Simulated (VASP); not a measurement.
# Te (R-3m) in VASP: settings compared

One crystal, Te, is run at these levels: PBE+TS, PBE+TS-HI; tasks: relaxation of cell and atoms.

Everything below comes from runs of VASP 6.6.1. Logs are shortened: lines on timing, memory, paths and dates and some standing lists are left out, and cuts for length are marked.

### 1 The crystal as given

Symmetry: R-3m, No. 166, trigonal system. The conventional cell has a = 4.612 Å, b = 4.612 Å, c = 5.073 Å, α = 90.00°, β = 90.00°, γ = 120.00°. Te (site symmetry -3m) is surrounded by 6 Te at 3.15 Å.

This isn't the form of Te at room conditions, which is trigonal, of chains.

### 2 Relaxation of cell and atoms, PBE+TS

INCAR reads:

```
ALGO = Normal ; EDIFF = 1E-6
EDIFFG = -0.01 ; ENCUT = 600
GGA = PE ; IBRION = 2
ISIF = 3 ; ISMEAR = -1
IVDW = 2 ; LASPH = True
LCHARG = False ; LREAL = False
LWAVE = False ; NELM = 80
NSW = 40 ; PREC = Accurate
SIGMA = 0.05
```

KPOINTS reads:

```
k-points
0
Gamma
  9 9 9
```

POSCAR reads:

```
Te
1.0
    2.3059043427      1.3313144930      1.6909537039
   -2.3059043427      1.3313144930      1.6909537039
    0.0000000000     -2.6626289860      1.6909537039
Te
1
Direct
    0.5000000000      0.5000000000      0.5000000000
```

Potentials or basis: VASP PAW PBE potentials, release 64 (Te).

Launch:

```console
cat potpaw_PBE.64/Te/POTCAR > POTCAR
mpirun -np 1 vasp_std > vasp.out
```

OUTCAR:

```text
EDIFF = 1E-6
   EDIFFG = -0.01
   ENCUT = 600
   GGA = PE
   IBRION = 2
   ISIF = 3
   ISMEAR = -1
   IVDW = 2
   LASPH = True
   LREAL = False
   NELM = 80
   NSW = 40
   PREC = Accurate
  IVDW =   2

 ion  position               nearest neighbor table
   1  0.500  0.500  0.500-

  LATTYP: Found a trigonal (rhomboedric) cell.
 ALAT       =     3.1541904739
 COS(alpha) =    -0.0688991668

  Lattice vectors:

 A1 = (   2.3059043427,   1.3313144930,   1.6909537039)
 A2 = (  -2.3059043427,   1.3313144930,   1.6909537039)
 A3 = (   0.0000000000,  -2.6626289860,   1.6909537039)

Analysis of symmetry for initial positions (statically):
=====================================================================
 Subroutine PRICEL returns:
 Original cell was already a primitive cell.

 Routine SETGRP: Setting up the symmetry group for a
 trigonal (rhombohedral) supercell.

 Subroutine GETGRP returns: Found 12 space group operations
 (whereof 12 operations were pure point group operations)
 out of a pool of 12 trial point group operations.

The static configuration has the point symmetry D_3d.

Analysis of symmetry for dynamics (positions and initial velocities):
=====================================================================
 Subroutine PRICEL returns:
 Original cell was already a primitive cell.

 Routine SETGRP: Setting up the symmetry group for a
 trigonal (rhombohedral) supercell.

 Subroutine GETGRP returns: Found 12 space group operations
 (whereof 12 operations were pure point group operations)
 out of a pool of 12 trial point group operations.

The dynamic configuration has the point symmetry D_3d.

 Subroutine INISYM returns: Found 12 space group operations
 (whereof 12 operations are pure point group operations),
 and found     1 'primitive' translations

----------------------------------------------------------------------------------------

                                     Primitive cell

  volume of cell :      31.1462

  direct lattice vectors                    reciprocal lattice vectors
     2.305904343  1.331314493  1.690953704     0.216834667  0.125189553  0.197127415
    -2.305904343  1.331314493  1.690953704    -0.216834667  0.125189553  0.197127415
     0.000000000 -2.662628986  1.690953704     0.000000000 -0.250379107  0.197127415

  length of vectors
     3.154190474  3.154190474  3.154190474     0.318667405  0.318667405  0.318667405

  position of ions in fractional coordinates (direct lattice)
     0.500000000  0.500000000  0.500000000

  ion indices of the primitive-cell ions
   primitive index   ion index
                 1           1

----------------------------------------------------------------------------------------

 KPOINTS: k-points

Automatic generation of k-mesh.
 Grid dimensions read from file:
 generate k-points for:    9    9    9

 Generating k-lattice:

  Cartesian coordinates                     Fractional coordinates (reciprocal lattice)
     0.024092741  0.013909950  0.021903046     0.111111111  0.000000000  0.000000000
    -0.024092741  0.013909950  0.021903046     0.000000000  0.111111111  0.000000000
     0.000000000 -0.027819901  0.021903046     0.000000000  0.000000000  0.111111111

  Length of vectors
     0.035407489  0.035407489  0.035407489

  Shift w.r.t. Gamma in fractional coordinates (k-lattice)
     0.000000000  0.000000000  0.000000000

 Subroutine IBZKPT returns following result:
 ===========================================

 Found     85 irreducible k-points:

 Following reciprocal coordinates:
            Coordinates               Weight
  0.000000  0.000000  0.000000      1.000000
  0.111111  0.000000  0.000000      6.000000
  0.222222  0.000000  0.000000      6.000000
  0.333333  0.000000  0.000000      6.000000
  0.444444  0.000000  0.000000      6.000000
  0.111111  0.111111  0.000000      6.000000
[... 16 lines left out ...]
 -0.333333  0.333333  0.000000      6.000000
  0.444444  0.444444  0.000000      6.000000
 [... further k-points ...]
   k-points           NKPTS =     85   k-points in BZ     NKDIM =     85   number of bands    NBANDS=      7
   number of dos      NEDOS =    301   number of ions     NIONS =      1
   total plane-waves  NPLWV =  21952
   dimension x,y,z NGX =    28 NGY =   28 NGZ =   28
   dimension x,y,z NGXF=    56 NGYF=   56 NGZF=   56
   ions per type =               1
   NGX,Y,Z   is equivalent  to a cutoff of  14.76, 14.76, 14.76 a.u.
   NGXF,Y,Z  is equivalent  to a cutoff of  29.52, 29.52, 29.52 a.u.
 SYSTEM =  unknown system
   PREC   = accura    normal or accurate (medium, high low for compatibility)
   ISTART =      0    job   : 0-new  1-cont  2-samecut
   ICHARG =      2    charge: 1-file 2-atom 10-const
   ISPIN  =      1    spin polarized calculation?
   LNONCOLLINEAR =      F non collinear calculations
   LSORBIT =      F    spin-orbit coupling
   LASPH  =      T    aspherical Exc in radial PAW
   ENCUT  =  600.0 eV  44.10 Ry    6.64 a.u.   6.30  6.30  6.30*2*pi/ulx,y,z
   NELM   =     80;   NELMIN=  2; NELMDL= -5     # of ELM steps
   EDIFF  = 0.1E-05   stopping-criterion for ELM
   LREAL  =      F    real-space projection
   EDIFFG = -.1E-01   stopping-criterion for IOM
   NSW    =     40    number of steps for IOM
   IBRION =      2    ionic relax: 0-MD 1-quasi-New 2-CG
   NFREE  =      1    steps in history (QN), initial steepest desc. (CG)
   ISIF   =      3    stress and relaxation
   ISYM   =      2    0-nonsym 1-usesym 2-fastsym
   POTIM  = 0.5000    time-step for ionic-motion
   TEBEG  =    0.0;   TEEND  =   0.0 temperature during run
   PSTRESS=    0.0 pullay stress
   NELECT =       6.0000    total number of electrons
   NUPDOWN=      -1.0000    fix difference up-down
   EMIN   =  10.00;   EMAX   =-10.00  energy-range for DOS
   EFERMI =   0.00;   METHOD = LEGACY
   ISMEAR =    -1;   SIGMA  =   0.05  broadening in eV -4-tet -1-fermi 0-gaus
   EFERMI_NEDOS =   21; number of points for ismear=-14 and -15
   IALGO  =     38    algorithm
   IMIX   =      4    mixing-type and parameters
     AMIX     =   0.40;   BMIX     =  1.00
     AMIX_MAG =   1.60;   BMIX_MAG =  1.00
  volume/ion in A,a.u.               =      31.15       210.18
  Fermi-wavevector in a.u.,A,eV,Ry     =   0.945490  1.786717 12.162947  0.893951
  Thomas-Fermi vector in A             =   2.073397
   LORBIT       =      0    0 simple, 1 ext, 2 COOP (PROOUT), +10 PAW based schemes
   GGA     = PE    functional components
   LHFCALC =     F    Hartree Fock is set to
   AEXX    =    0.0000 exact exchange contribution
   IVDW    =     2    specifies the selected vdW correction
   LEPSILON=     F    determine dielectric tensor
   LRPA    =     F    only Hartree local field effects (RPA)
 conjugate gradient relaxation of ions
 non-spin polarized calculation
  energy-cutoff  :      600.00
  volume of cell :       31.15
 maximum number of plane-waves:      1069
 NGX is ok and might be reduce to    28
   NGX = 13   NGY = 13   NGZ = 13

--------------------------------------- Ionic step        1  -------------------------------------------

 number of electron       5.9999999 magnetization

 Free energy of the ion-electron system (eV)
  ---------------------------------------------------
  ext. energy  EPLUGINS =         0.00000000
  ---------------------------------------------------
  free energy    TOTEN  =        -3.08838074 eV

  energy without entropy =       -3.08297663  energy(sigma->0) =       -3.08567869

------------------------ aborting loop because EDIFF is reached ----------------------------------------

  Tkatchenko/Scheffler method for vdW energy calculation

  Number of pair interactions contributing to vdW energy:   16842

  Edisp (eV):   -0.25148

  FORCE on cell =-STRESS in cart. coord.  units (eV):
  Direction    XX          YY          ZZ          XY          YZ          ZX
  --------------------------------------------------------------------------------------
  -------------------------------------------------------------------------------------
  Total       0.21790     0.21790     0.34732     0.00000    -0.00000     0.00000
  in kB      11.20898    11.20898    17.86625     0.00000    -0.00000     0.00000
  external pressure =       13.43 kB  Pullay stress =        0.00 kB
[... 98 lines left out ...]
  FREE ENERGIE OF THE ION-ELECTRON SYSTEM (eV)
  ---------------------------------------------------
  free  energy   TOTEN  =        -3.3435155960 eV

  energy  without entropy=       -3.3381892857  energy(sigma->0) =       -3.34085244

[... ionic steps 4 to 10 ...]

--------------------------------------- Ionic step       11  -------------------------------------------

 number of electron       6.0000000 magnetization

------------------------ aborting loop because EDIFF is reached ----------------------------------------

  Tkatchenko/Scheffler method for vdW energy calculation

  Number of pair interactions contributing to vdW energy:   16596
[... 71 lines left out ...]
  energy  without entropy=       -3.3423625330  energy(sigma->0) =       -3.34528500

--------------------------------------- Ionic step       13  -------------------------------------------

 number of electron       6.0000000 magnetization

 Free energy of the ion-electron system (eV)
  ---------------------------------------------------
  ext. energy  EPLUGINS =         0.00000000
  ---------------------------------------------------
  free energy    TOTEN  =        -3.09979443 eV

  energy without entropy =       -3.09394570  energy(sigma->0) =       -3.09687006

 E-fermi :   6.7368     XC(G=0):  -9.3713

 val. band max:        6.7271637507   @ k =  -0.3333   0.4444   0.2222
 cond. band min:       6.8088033211   @ k =  -0.3333  -0.4444   0.2222
 fundamental gap:      0.0816395705
 Fermi energy:         6.7367564639

 k-point     1 :       0.0000    0.0000    0.0000
  band No.  band energies     occupation
      1      -7.0467      2.00000
      2       7.8403      0.00000
      3       7.9755      0.00000
      4       7.9755      0.00000
      5      12.7380      0.00000
      6      12.7380      0.00000
      7      13.2985      0.00000
[... 221 lines left out ...]
 k-point    24 :       0.4444    0.4444    0.0000
  band No.  band energies     occupation
      1      -3.6144      2.00000
      2       2.2093      2.00000
      3       2.4146      2.00000
      4       9.1231      0.00000
      5      10.5832      0.00000
      6      17.2178      0.00000
      7      19.1165      0.00000

 [... further k-points ...]

------------------------ aborting loop because EDIFF is reached ----------------------------------------

  Hirshfeld charges:
            ion         q(e)
   ------------------------------
      1     Te       0.00000000

  Tkatchenko/Scheffler method for vdW energy calculation

  Number of pair interactions contributing to vdW energy:   16350

  Edisp (eV):   -0.24840

  FORCE on cell =-STRESS in cart. coord.  units (eV):
  Direction    XX          YY          ZZ          XY          YZ          ZX
  --------------------------------------------------------------------------------------
  -------------------------------------------------------------------------------------
  Total      -0.00032    -0.00032    -0.00079    -0.00000     0.00000    -0.00000
  in kB      -0.01602    -0.01602    -0.03936    -0.00000     0.00000    -0.00000
  external pressure =       -0.02 kB  Pullay stress =        0.00 kB
[... 16 lines left out ...]
  FREE ENERGIE OF THE ION-ELECTRON SYSTEM (eV)
  ---------------------------------------------------
  free  energy   TOTEN  =        -3.3481956259 eV

  energy  without entropy=       -3.3423468973  energy(sigma->0) =       -3.34527126

 reached required accuracy - stopping structural energy minimisation
```

Run time: 2 min. Hardware: 1 thread of Intel Xeon Platinum 8375C at 2.90GHz (Ice Lake), shared host; peak memory 0.19 GiB.

What came out:

| Property | Result |
| --- | --- |
| Free energy | -3.3482 eV |
| Relaxed volume | 32.02 Å³/atom |
| Relaxed cell | a = 3.176 Å, b = 3.176 Å, c = 3.176 Å, α = 91.17°, β = 91.17°, γ = 91.17° |
| Space group after relaxing (to 0.05 Å) | R-3m (No. 166) |
| Energy gained by relaxing | 8.3 meV/atom |
| Ionic steps | 13 |
| Pressure after relaxing | 0.0 GPa |
| Band gap on the k mesh | none (metal or under the smearing width) |
| Dispersion energy per atom | -0.248 eV |

The path:
| step | energy change (eV) | largest force (eV/Å) | pressure (GPa) | volume (Å³) |
| --- | --- | --- | --- | --- |
| 1 | 0.0000 | 0.0000 | 1.34 | 31.15 |
| 2 | -0.0029 | 0.0000 | -0.78 | 32.34 |
| 3 | -0.0037 | 0.0000 | -0.17 | 31.97 |
| 4 | -0.0036 | 0.0000 | -0.10 | 31.93 |
| 5 | -0.0046 | 0.0000 | -0.12 | 31.97 |
| 6 | -0.0071 | 0.0000 | -0.17 | 32.06 |
| 7 | -0.0081 | 0.0000 | -0.31 | 32.21 |
| 8 | -0.0082 | 0.0000 | -0.29 | 32.19 |
| 9 | -0.0082 | 0.0000 | -0.24 | 32.14 |
| 10 | -0.0083 | 0.0000 | -0.28 | 32.17 |
| 11 | -0.0072 | 0.0000 | 0.76 | 31.61 |
| 12 | -0.0083 | 0.0000 | -0.07 | 32.06 |
| 13 | -0.0083 | 0.0000 | 0.00 | 32.02 |

Final structure:
```cif
data_structure
_symmetry_space_group_name_H-M 'P 1'
_symmetry_Int_Tables_number 1
_cell_length_a 3.1761
_cell_length_b 3.1761
_cell_length_c 3.1761
_cell_angle_alpha 91.165
_cell_angle_beta 91.165
_cell_angle_gamma 91.165
_cell_volume 32.02
loop_
_atom_site_label
_atom_site_type_symbol
_atom_site_fract_x
_atom_site_fract_y
_atom_site_fract_z
_atom_site_occupancy
Te1 Te 0.50000 0.50000 0.50000 1
```

Caveat: atom-pairwise D2, TS and ULG terms overbind metals; pairwise dispersion overbinds metals, which lowers pressure and volume. The run has no spin-orbit coupling, so splittings on Te are missing.

### 3 Relaxation of cell and atoms, PBE+TS-HI

INCAR: that of step 2 with these lines changed.

```diff
@@ -4,3 +4,3 @@
 ISIF = 3 ; ISMEAR = -1
-IVDW = 2 ; LASPH = True
+IVDW = 21 ; LASPH = True
 LCHARG = False ; LREAL = False
```

KPOINTS is that of step 2.

POSCAR is that of step 2.

Potentials or basis: VASP PAW PBE potentials, release 64 (Te).

Launch:

```console
cat potpaw_PBE.64/Te/POTCAR > POTCAR
mpirun -np 1 vasp_std > vasp.out
```

Wall time 3.8 min (1 thread of Intel Xeon Platinum 8375C at 2.90GHz (Ice Lake), shared host); peak memory 0.18 GiB.

Results (log left out):

```
Free energy                            : -3.3409 eV
Relaxed volume                         : 32.12 Å³/atom
Relaxed cell                           : a = 3.179 Å, b = 3.179 Å, c = 3.179 Å, α = 91.01°, β = 91.01°, γ = 91.01°
Space group after relaxing (to 0.05 Å) : R-3m (No. 166)
Energy gained by relaxing              : 9.6 meV/atom
Ionic steps                            : 13
Pressure after relaxing                : 0.0 GPa
Band gap on the k mesh                 : none (metal or under the smearing width)
Dispersion energy per atom             : -0.240 eV
```

The path:
| step | energy change (eV) | largest force (eV/Å) | pressure (GPa) | volume (Å³) |
| --- | --- | --- | --- | --- |
| 1 | 0.0000 | 0.0000 | 1.50 | 31.15 |
| 2 | -0.0035 | 0.0000 | -0.86 | 32.48 |
| 3 | -0.0044 | 0.0000 | -0.17 | 32.05 |
| 4 | -0.0044 | 0.0000 | -0.10 | 32.01 |
| 5 | -0.0055 | 0.0000 | -0.12 | 32.05 |
| 6 | -0.0083 | 0.0000 | -0.18 | 32.17 |
| 7 | -0.0093 | 0.0000 | -0.35 | 32.34 |
| 8 | -0.0094 | 0.0000 | -0.32 | 32.31 |
| 9 | -0.0094 | 0.0000 | -0.25 | 32.25 |
| 10 | -0.0095 | 0.0000 | -0.29 | 32.29 |
| 11 | -0.0083 | 0.0000 | 0.79 | 31.69 |
| 12 | -0.0096 | 0.0000 | -0.07 | 32.16 |
| 13 | -0.0096 | 0.0000 | 0.00 | 32.12 |

Final structure:
```yaml
crystal:
  lattice:
    - [2.26787, 1.30935, 1.80294]
    - [-2.26787, 1.30935, 1.80294]
    - [0.00000, -2.61871, 1.80294]
  atoms:
    - { symbol: Te, position: [0.50000, 0.50000, 0.50000] }
```

Levels at points of the mesh, in eV from the Fermi level:
| k point | band 1 | band 2 | band 3 | band 4 | band 5 | band 6 | band 7 |
| --- | --- | --- | --- | --- | --- | --- | --- |
| (0.00, 0.00, 0.00) | -13.76 | 1.11 | 1.23 | 1.23 | 6.01 | 6.01 | 6.55 |

Caveat: pairwise dispersion overbinds metals, which lowers pressure and volume.
